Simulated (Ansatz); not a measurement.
# Mo2COS MXene monolayer in a perpendicular field, part 2 of 3

What dipole does a perpendicular field induce in the Mo2COS MXene monolayer? A positive field points along +c.

Ansatz 0.2.0; plane-wave DFT, RPBE-D3(BJ), Ansatz PAW (the session's first sound run).

So far. Step 2 (Relaxing the slab): The lattice constant a goes from 3.025 to 3.025 Å.

**3. Single point, field 0**

A sawtooth potential applies the field, turning back in the middle of the vacuum. With the dipole correction the typed value is the field outside the slab. The induced dipole is small, so the SCF threshold is tight.

The cell differs from the one that the last finished run ended in (c 34.103 → 23.028 Å).

input.yaml reads:

```yaml
crystal:
  lattice:
    - [3.0245511306, 0.0, 0.0]
    - [-1.5122755653, 2.6193381141, 0.0]
    - [0.0, 0.0, 23.0283228773]
  atoms:
    - { symbol: S, position: [0.3333333333, 0.6666666667, 0.3908230768] }
    - { symbol: Mo, position: [0.6666666667, 0.3333333333, 0.4635066887] }
    - { symbol: C, position: [0.0, 0.0, 0.511413289] }
    - { symbol: Mo, position: [0.3333333333, 0.6666666667, 0.5587225302] }
    - { symbol: O, position: [0.6666666667, 0.3333333333, 0.6091769232] }
kpoints:
  mp_grid: { grid: [18, 18, 1] }
  band_path:
    path: [[0, 0, 0], [0.5, 0, 0], [0.33333333, 0.33333333, 0], [0, 0, 0]]
    npoints: 16
hamiltonian:
  xc: rpbe
  dispersion: d3bj
scf:
  occupations: { method: fermi_dirac, width: 0.02585 }
  convergence: { dr2_threshold: 1.0e-10 }
efield:
  axis: 3
  dipole_correction: true
  ramp_position: 0.97
  ramp_width: 0.06
  amplitude: 0
output:
  dos: { projected: true, e_range: [-6, 5] }
  bader: true
  write_potential: true
  write_density: true
  volumetric_format: npy
  elf: true
```

Started as:

```sh
$ ansatz run input.yaml --threads 2 --pin off --max-ram 3072MiB --backend cpu --events-out ev --progress --plain --runs-dir out
```

Numbers of over 12 decimals in the logs are rounded to 6 here.

Output:

```text
[...]
Crystal: 5 atoms, lattice volume = 182.438 Å³
Basis set: ecut = 420 eV, 3509 PW (Γ)
Bands: 27, of which v1, the nominal top of the filled ones, is band 22 counted from 1 (21 counted from 0)
Symmetry: 6 space group operations
[...]
k-points: 37 of 324 (time reversal used)
[...]
SCF iter   1: F=—  HF=-11662.619100 eV  |F-HF|=—  |Δ(HF+E_count)|=         —  Δρ=7.56e-3  dr2=5.89e-1  ethr=1.77e-3  p=-0.059 e·Å  D=-5.81e-2 V/Å  ΔV_dip=1.34 eV  dr2_dipole=1.20e-1  V_vac-E_F(+/−)=6.22/4.89 eV  ⟨swp⟩=11.7  Hψ=6676  notcnv=0
efield: sawtooth ramp at fractional position 0.9700 (set: `efield.ramp_position`, or a place that a band, a saddle search or an elastic batch's reference lends), width 0.0600; the density the first Hamiltonian is built on has a dipole p = -0.059 e·Å; the dipole correction subtracts the counter field D = -5.81e-2 V/Å, which shifts the + side's vacuum level by +1.34 eV against the − side's; the planar-averaged density in the ramp window peaks in size at 6.8e-6 e/Å³
[...]
SCF iter   2: F=—  HF=-11662.591171 eV  |F-HF|=—  |Δ(HF+E_count)|=   2.79e-2  Δρ=3.79e-3  dr2=1.44e-1  ethr=1.34e-3  p=-0.051 e·Å  D=-5.06e-2 V/Å  ΔV_dip=1.16 eV  dr2_dipole=3.39e-2  V_vac-E_F(+/−)=6.13/4.97 eV  ⟨swp⟩=2.1  Hψ=1469  notcnv=0  defer=3
[...]
SCF iter  10: F=-11662.583935 eV  HF=-11662.583935 eV  |F-HF|=2.36e-11  |Δ(HF+E_count)|=  5.73e-10  Δρ=1.24e-7  dr2=4.01e-11  ethr=1.00e-12  p=-0.057 e·Å  D=-5.69e-2 V/Å  ΔV_dip=1.31 eV  dr2_dipole=2.82e-12  V_vac-E_F(+/−)=6.25/4.94 eV  ⟨swp⟩=3.4  Hψ=3851  notcnv=0
SCF 1 converged in 10 iterations: F = -11662.583935 eV  dr2 = 4.01e-11
[...]
NSCF: frozen V_eff on 49 k-points
efield: sawtooth ramp at fractional position 0.9700 (kept from the solve that this one continues, or follows in the run), width 0.0600; the density the first Hamiltonian is built on has a dipole p = -0.057 e·Å; the dipole correction subtracts the counter field D = -5.69e-2 V/Å, which shifts the + side's vacuum level by +1.31 eV against the − side's; the planar-averaged density in the ramp window peaks in size at 3.8e-6 e/Å³
WARN: The output density's exchange-correlation potential varies sharply where the density is thin. Do not read a vacuum level from v_tot or v_xc, or from such a field of the output density. On a cell that repeats whose density bears no net charge and no dipole along the vacuum's axis use v_es (v_loc + v_h of the components); under efield.dipole_correction with no amplitude use v_es + v_field, which holds any externa [...]
SCF converged after 10 iterations
Free energy (F): -11662.583935 eV
[...]
Internal energy: -11662.578057 eV  (E = F + TS)
E sigma→0 (E₀):  -11662.580996 eV
Entropy (-TS):   -0.005878 eV (-1.176 meV/atom)
Fermi energy:    1.493002 eV
Dipole field:    D = -0.056865 V/Å  (p = -0.057332 e·Å, saw-weighted, corrected)
Work function:   Φ+ = 6.2462 eV   Φ− = 4.9367 eV
Levels:          The Fermi level and band energies are counted from a zero that moves with the ramp; work functions are not
[...]
--- Band table (eV; the first three rows and the last of 37) ---
  k-point 0: bands = [... 18 lower, -1.0820, -1.0820, 0.1891, 0.6624, 0.6624, 1.7197, 1.7197, 3.1587, ... 1 higher]
  k-point 1: bands = [... 18 lower, -1.1855, -1.1498, -0.0235, 0.7188, 0.8325, 1.7535, 1.7870, 3.2742, ... 1 higher]
  k-point 2: bands = [... 18 lower, -1.2449, -1.2373, -0.3609, 0.7755, 1.0527, 1.8419, 2.0309, 3.1463, ... 1 higher]
  k-point 36: bands = [... 18 lower, -2.8598, -2.6496, 0.7447, 0.8458, 1.3606, 2.5827, 3.1751, 3.2119, ... 1 higher]
--- Bader charges: 5 sites ---
  site symbol  charge [e]  shift [e]
     0      S     -0.6287     0.0007
     1     Mo      1.3802     0.0007
     2      C     -1.5382     0.0004
     3     Mo      1.8109     0.0006
     4      O     -1.0242     0.0003
  estimated error of the sums over rays = 6.8e-4 e
```

Run time: 68 s. Hardware: 2 threads of Arm Neoverse N1, shared host; peak memory 0.51 GiB; 2.1 min of CPU time.

Numbers from this step:

* energy at zero smearing: -11662.5810 eV
* work function, upper face: 6.246 eV
* work function, lower face: 4.937 eV
* dipole along the normal: -0.05733 e·Å
* step between the vacuum levels: 1.309 eV

Running mean over a fixed 2.7 Å (it still follows the layers) of the planar mean; the ramp of the sawtooth is left out. The electron's electrostatic potential energy less the Fermi level by z:

z (Å), electron's electrostatic potential energy less the Fermi level (eV) and a bar from the least value:
```
        4        4.9 ############################
        5        4.9 ############################
        6        4.9 ############################
        7        4.0 ###########################
        8       -0.7 #####################
        9       -6.2 ##############
       10      -13.2 #####
       11      -15.1 ###
       12      -17.4 
       13      -14.1 ####
       14       -7.0 #############
       15        1.9 ########################
       16        6.0 ##############################
       17        6.2 ##############################
       18        6.2 ##############################
       19        6.2 ##############################
       20        6.2 ##############################
```

The density of states has structure finer than the step of the table below, so its rows give means over 0.2 eV, whole bins alone (the curve runs from -6 to 1.66 eV). Peaks (eV: height): -5.59: 11.7, -4.90: 13.2, -4.46: 7.75, -4.24: 12.4, 1.11: 13.8, 1.47: 9.17, 1.61: 9.38.

Table of density of states by energy, zero at the Fermi level; means over each step:

```
energy (eV)  density of states (states/eV a cell)
       -5.8                                  3.16
       -5.6                                  6.08
       -5.4                                  1.69
       -5.2                                 0.791
       -5.0                                  2.60
       -4.8                                  4.54
       -4.6                                  3.46
       -4.4                                  6.45
       -4.2                                  4.77
       -4.0                                  1.82
       -3.8                                  1.59
       -3.6                                  1.79
       -3.4                                  3.47
       -3.2                                  3.46
       -3.0                                  3.24
       -2.8                                  2.85
       -2.6                                  2.35
       -2.4                                 0.686
       -2.2                                  1.82
       -2.0                                  3.02
       -1.8                                  1.84
       -1.6                                  1.09
       -1.4                                 0.947
       -1.2                                  1.51
       -1.0                                  1.47
       -0.8                                  2.39
       -0.6                                  1.57
       -0.4                                  1.47
       -0.2                                  1.50
        0.0                                  1.93
        0.2                                  2.52
        0.4                                  4.35
        0.6                                  3.63
        0.8                                  1.85
        1.0                                  3.00
        1.2                                  5.12
        1.4                                  4.57
```

Projected DOS per atom over height of the atomic layer and energy from the Fermi level. Layers: S Mo C Mo O from below.

Ten even steps from '0' (0.06 states/eV) to '9' (2.42 states/eV), each cell a mean:
```
29082
15161
02040
05080
02030
01010
11020
11020
10010
10000
32011
11000
32012
42004
62002
10002
22014
34139
32037
00001
43222
14242
```
Columns: height of the atomic layer (Å) from 9 to 14.0 (not evenly spaced); rows upwards: energy from the Fermi level (eV) from -5.96 to 1.6.

Electronic bands along the path, in eV, zero at the Fermi level:

```
  point  band 19  band 20  band 21  band 22  band 23  band 24  band 25  band 26
      Γ    -2.58    -2.58    -1.30    -0.83    -0.83     0.23     0.23     1.67
halfway    -2.93    -2.62    -2.49    -0.64    -0.08     0.69     1.46     1.47
      M    -3.31    -2.78    -1.97     0.36     0.45     1.36     1.59     1.91
halfway    -3.77    -3.48    -1.70     0.09     0.35     1.20     1.57     2.03
      K    -4.35    -4.14    -0.75    -0.65    -0.13     1.09     1.68     1.72
halfway    -3.38    -2.84    -1.90    -1.31     0.56     1.08     1.35     1.64
      Γ    -2.58    -2.58    -1.30    -0.83    -0.83     0.23     0.23     1.67
```

ELF in the ca plane at fractional y = 0.333, with atoms of Mo and O within 0.2 Å of it. It is the smooth field of the valence electrons, not physical close to the nuclei.

Values, 5 rows by 16 columns, each cell a mean:
```
0.00 0.00 0.00 0.00 0.07 0.33 0.35 0.59 0.35 0.21 0.53 0.73 0.22 0.01 0.00 0.00
0.00 0.00 0.00 0.00 0.01 0.08 0.26 0.59 0.45 0.17 0.61 0.74 0.35 0.02 0.00 0.00
0.00 0.00 0.00 0.01 0.08 0.33 0.35 0.59 0.35 0.21 0.53 0.73 0.23 0.01 0.00 0.00
0.00 0.00 0.00 0.02 0.33 0.73 0.62 0.25 0.49 0.31 0.22 0.20 0.03 0.00 0.00 0.00
0.00 0.00 0.00 0.02 0.34 0.75 0.63 0.24 0.50 0.31 0.20 0.18 0.02 0.00 0.00 0.00
```
Columns run along c (16.0 Å, from fractional 0.14 to 0.83 of the cell), rows up along a (3.0 Å). Atoms in or near the plane, at fractional coordinates: Mo at (0.46, 0.67), O at (0.61, 0.67).

Valence density in the ca plane at fractional y = 0.333, with atoms of Mo and O within 0.2 Å of it. It is the smooth field of the valence electrons, not physical close to the nuclei.

Ten steps, logarithmic in the rise over the least value, from '0' (0.0 e/Å³) to '9' (6.9 e/Å³), each cell a mean:
```
00000000000001233446776444344565210000000000
00000000000000122358998533336897410000000000
00000000000000112368999633346998520000000000
00000000000000123358998533335887410000000000
00000000000001234445675444444554210000000000
00000000000002344443444455554322100000000000
00000000000012345443334555664321000000000000
00000000000001344444444445554332100000000000
```
Columns run along c (16.0 Å, from fractional 0.14 to 0.83 of the cell), rows up along a (3.0 Å). Atoms in or near the plane, at fractional coordinates: Mo at (0.46, 0.67), O at (0.61, 0.67).

Electrostatic potential energy in the ca plane at fractional y = 0.333, with atoms of Mo and O within 0.2 Å of it. With pseudopotentials it is smooth inside the atoms' cores, unlike the true potential.

Ten even steps from '0' (-51 eV) to '9' (7 eV), each cell a mean:
```
99999999999999998875224788778778999999999999
99999999999999999851000588887214999999999999
99999999999999999850000488885102899999999999
99999999999999999861001588887325999999999999
99999999999999988875335788778889999999999999
99999999999999887888778877556899999999999999
99999999999999876788888876446899999999999999
99999999999999987888777877667899999999999999
```
Columns run along c (16.0 Å, from fractional 0.14 to 0.83 of the cell; values clipped at the 3rd and 97th percentile), rows up along a (3.0 Å). Atoms in or near the plane, at fractional coordinates: Mo at (0.46, 0.67), O at (0.61, 0.67).

The work function of the upper face is 6.25 eV.

**4. Single point, field 0.1 V/Å**

input.yaml: that of step 3 with these lines changed.

```diff
@@ -27,6 +27,4 @@
   ramp_width: 0.06
-  amplitude: 0
+  amplitude: 0.1
 output:
-  dos: { projected: true, e_range: [-6, 5] }
-  bader: true
   write_potential: true
@@ -34,2 +32 @@
   volumetric_format: npy
-  elf: true
```

Output:

```text
[...]
Crystal: 5 atoms, lattice volume = 182.438 Å³
Basis set: ecut = 420 eV, 3509 PW (Γ)
Bands: 27, of which v1, the nominal top of the filled ones, is band 22 counted from 1 (21 counted from 0)
Symmetry: 6 space group operations
[...]
k-points: 37 of 324 (time reversal used)
[...]
k-point 0: bands = [... 18 lower, -1.1007, -1.1007, 0.1745, 0.6434, 0.6434, 1.7007, 1.7007, 3.1407, ... 1 higher]
  k-point 1: bands = [... 18 lower, -1.2049, -1.1688, -0.0400, 0.6998, 0.8149, 1.7345, 1.7680, 3.2555, ... 1 higher]
  k-point 2: bands = [... 18 lower, -1.2648, -1.2599, -0.3789, 0.7566, 1.0354, 1.8232, 2.0121, 3.1251, ... 1 higher]
  k-point 36: bands = [... 18 lower, -2.8857, -2.6599, 0.7242, 0.8255, 1.3427, 2.5614, 3.1569, 3.1906, ... 1 higher]
[key lines of the parts left out:]
SCF converged after 13 iterations
Free energy (F): -11662.579644 eV
Fermi energy:    1.473410 eV
Dipole field:    D = -0.028255 V/Å  (p = -0.028487 e·Å, saw-weighted, corrected)
```

Elapsed: 48 s, on 2 threads; peak memory 0.5 GiB.

The dipole is -0.0285 e·Å, 0.0288 e·Å from its value without field.

**5. Single point, field -0.1 V/Å**

input.yaml: that of step 4 with these lines changed.

```diff
@@ -27,3 +27,3 @@
   ramp_width: 0.06
-  amplitude: 0.1
+  amplitude: -0.1
 output:
```

Output:

```text
[...]
Crystal: 5 atoms, lattice volume = 182.438 Å³
Basis set: ecut = 420 eV, 3509 PW (Γ)
Bands: 27, of which v1, the nominal top of the filled ones, is band 22 counted from 1 (21 counted from 0)
Symmetry: 6 space group operations
[...]
k-points: 37 of 324 (time reversal used)
[...]
k-point 0: bands = [... 18 lower, -1.0640, -1.0640, 0.2031, 0.6809, 0.6809, 1.7382, 1.7382, 3.1761, ... 1 higher]
  k-point 1: bands = [... 18 lower, -1.1667, -1.1313, -0.0076, 0.7371, 0.8494, 1.7718, 1.8054, 3.2923, ... 1 higher]
  k-point 2: bands = [... 18 lower, -1.2257, -1.2154, -0.3435, 0.7938, 1.0694, 1.8600, 2.0491, 3.1669, ... 1 higher]
  k-point 36: bands = [... 18 lower, -2.8348, -2.6395, 0.7646, 0.8654, 1.3779, 2.6033, 3.1926, 3.2326, ... 1 higher]
[key lines of the parts left out:]
SCF converged after 13 iterations
Free energy (F): -11662.591110 eV
Fermi energy:    1.511965 eV
Dipole field:    D = -0.085459 V/Å  (p = -0.086161 e·Å, saw-weighted, corrected)
```

Elapsed: 46 s, on 2 threads; peak memory 0.49 GiB.

The dipole is -0.0862 e·Å, -0.0288 e·Å from its value without field.

**6. Atoms held, field 0.2 V/Å**

input.yaml: that of step 5 with these lines changed.

```diff
@@ -27,3 +27,3 @@
   ramp_width: 0.06
-  amplitude: -0.1
+  amplitude: 0.2
 output:
```

Output:

```text
[...]
Crystal: 5 atoms, lattice volume = 182.438 Å³
Basis set: ecut = 420 eV, 3509 PW (Γ)
Bands: 27, of which v1, the nominal top of the filled ones, is band 22 counted from 1 (21 counted from 0)
Symmetry: 6 space group operations
[...]
k-points: 37 of 324 (time reversal used)
[...]
k-point 0: bands = [... 18 lower, -1.1199, -1.1199, 0.1593, 0.6237, 0.6237, 1.6810, 1.6810, 3.1220, ... 1 higher]
  k-point 1: bands = [... 18 lower, -1.2248, -1.1885, -0.0570, 0.6803, 0.7967, 1.7150, 1.7483, 3.2361, ... 1 higher]
  k-point 2: bands = [... 18 lower, -1.2853, -1.2831, -0.3974, 0.7371, 1.0174, 1.8038, 1.9927, 3.1031, ... 1 higher]
  k-point 36: bands = [... 18 lower, -2.9124, -2.6706, 0.7031, 0.8047, 1.3243, 2.5396, 3.1382, 3.1688, ... 1 higher]
[key lines of the parts left out:]
SCF converged after 13 iterations
Free energy (F): -11662.578239 eV
Fermi energy:    1.453191 eV
Dipole field:    D = 0.000385 V/Å  (p = 0.000388 e·Å, saw-weighted, corrected)
```

Run time: 51 s. Hardware: 2 threads; peak memory 0.49 GiB.

The dipole is 3.9e-4 e·Å, 0.0577 e·Å from its value without field.

**7. Single point, field -0.2 V/Å**

input.yaml: that of step 6 with these lines changed.

```diff
@@ -27,3 +27,3 @@
   ramp_width: 0.06
-  amplitude: 0.2
+  amplitude: -0.2
 output:
```

Output:

```text
[...]
Crystal: 5 atoms, lattice volume = 182.438 Å³
Basis set: ecut = 420 eV, 3509 PW (Γ)
Bands: 27, of which v1, the nominal top of the filled ones, is band 22 counted from 1 (21 counted from 0)
Symmetry: 6 space group operations
[...]
k-points: 37 of 324 (time reversal used)
[...]
k-point 0: bands = [... 18 lower, -1.0465, -1.0465, 0.2166, 0.6988, 0.6988, 1.7561, 1.7561, 3.1929, ... 1 higher]
  k-point 1: bands = [... 18 lower, -1.1485, -1.1135, 0.0078, 0.7549, 0.8658, 1.7896, 1.8233, 3.3097, ... 1 higher]
  k-point 2: bands = [... 18 lower, -1.2070, -1.1941, -0.3265, 0.8116, 1.0855, 1.8775, 2.0667, 3.1868, ... 1 higher]
  k-point 36: bands = [... 18 lower, -2.8108, -2.6297, 0.7839, 0.8844, 1.3946, 2.6234, 3.2095, 3.2527, ... 1 higher]
[key lines of the parts left out:]
SCF converged after 14 iterations
Free energy (F): -11662.601167 eV
Fermi energy:    1.530320 eV
Dipole field:    D = -0.114038 V/Å  (p = -0.114974 e·Å, saw-weighted, corrected)
```

Elapsed: 48 s, on 2 threads; peak memory 0.49 GiB.

The dipole is -0.115 e·Å, -0.0576 e·Å from its value without field.

**8. Single point, field 0.35 V/Å**

input.yaml: that of step 7 with these lines changed.

```diff
@@ -27,4 +27,6 @@
   ramp_width: 0.06
-  amplitude: -0.2
+  amplitude: 0.35
 output:
+  dos: { projected: true, e_range: [-6, 5] }
+  bader: true
   write_potential: true
@@ -32 +34,2 @@
   volumetric_format: npy
+  elf: true
```

Output:

```text
[...]
Crystal: 5 atoms, lattice volume = 182.438 Å³
Basis set: ecut = 420 eV, 3509 PW (Γ)
Bands: 27, of which v1, the nominal top of the filled ones, is band 22 counted from 1 (21 counted from 0)
Symmetry: 6 space group operations
[...]
k-points: 37 of 324 (time reversal used)
[...]
k-point 36: bands = [... 18 lower, -2.9540, -2.6874, 0.6703, 0.7723, 1.2954, 2.5058, 3.1090, 3.1348, ... 1 higher]
--- Bader charges: 5 sites ---
  site symbol  charge [e]  shift [e]
     0      S     -0.6433     0.0007
     1     Mo      1.3788     0.0007
     2      C     -1.5382     0.0004
     3     Mo      1.8148     0.0006
     4      O     -1.0122     0.0003
  estimated error of the sums over rays = 6.4e-4 e
[key lines of the parts left out:]
SCF converged after 13 iterations
Free energy (F): -11662.581549 eV
Fermi energy:    1.421653 eV
Dipole field:    D = 0.043400 V/Å  (p = 0.043757 e·Å, saw-weighted, corrected)
```

Wall time 76 s (2 threads); peak memory 0.5 GiB; 2.3 min of CPU time.

The dipole is 0.0438 e·Å, 0.101 e·Å from its value without field.

[end of part 2 of 3]

[Logs are printed without paths, hosts, clocks, repeated set-up lines and the standing remarks that a program may print on its own settings, such as how far it seeks lower states.]

[Hosts, paths, dates, database ids (printed as entryN), source tags and the programs' standing remarks are cut or masked in the printed files.]

[Maps of the electrostatic potential energy from Ansatz leave out the sawtooth potential of an applied field or a dipole correction, so their vacuum need not be flat; planar profiles and work functions include it.]

[The density of states shown here was stored with 400 of the rows of the run's finer table, so its peaks can read low, often by over a quarter, or be missed, and its means over a window can be off by a tenth or more.]
